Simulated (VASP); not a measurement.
Input of a VASP 6.6.1 run:

File POSCAR:

```
GaN
1.0
    0.0000000000      2.2489525415      2.2763897625
    2.2489525415      0.0000000000      2.2763897625
    2.2489525415      2.2489525415      0.0000000000
Ga N
1 1
Direct
    0.0000000000      0.0000000000      0.0000000000
    0.2500000000      0.2500000000      0.2500000000
```

File INCAR.step1:

```
ALGO = Normal
EDIFF = 1E-4
ENCUT = 520
GGA = PE
ISMEAR = 0
LASPH = True
LCHARG = False
LREAL = False
LWAVE = True
NBANDS = 16
NELM = 60
PREC = Accurate
SIGMA = 0.01
```

Contents of INCAR.step2:

```
ALGO = Normal
EDIFF = 1E-6
ENCUT = 520
ISIF = 2
ISMEAR = 0
ISTART = 1
LASPH = True
LCHARG = True
LELF = True
LMIXTAU = True
LREAL = False
LVHAR = True
LWAVE = False
METAGGA = R2SCAN
NBANDS = 16
NELM = 60
PREC = Accurate
SIGMA = 0.01
```

KPOINTS

```
k-points
0
Gamma
  10 10 10
```

Potentials or basis: VASP PAW PBE potentials, release 64 (Ga_d, N).

Launch:

```sh
$ cat potpaw_PBE.64/Ga_d/POTCAR potpaw_PBE.64/N/POTCAR > POTCAR
$ cp INCAR.step1 INCAR
$ mpirun -np 1 vasp_std > vasp.out
$ cp INCAR.step2 INCAR
$ mpirun -np 1 vasp_std > vasp.out
```

Task: What does it give for the pressure?

Result: -1.3 GPa.

Task: Estimate the band gap on the k mesh.

Result: 2.06 eV, direct.

Stress tensor (GPa, compression positive):
```
-0.76  0.00  0.00
 0.00 -0.76  0.00
 0.00  0.00 -2.37
```

Caveat: the PAW data sets were made with another functional, which shifts forces and pressure a little.
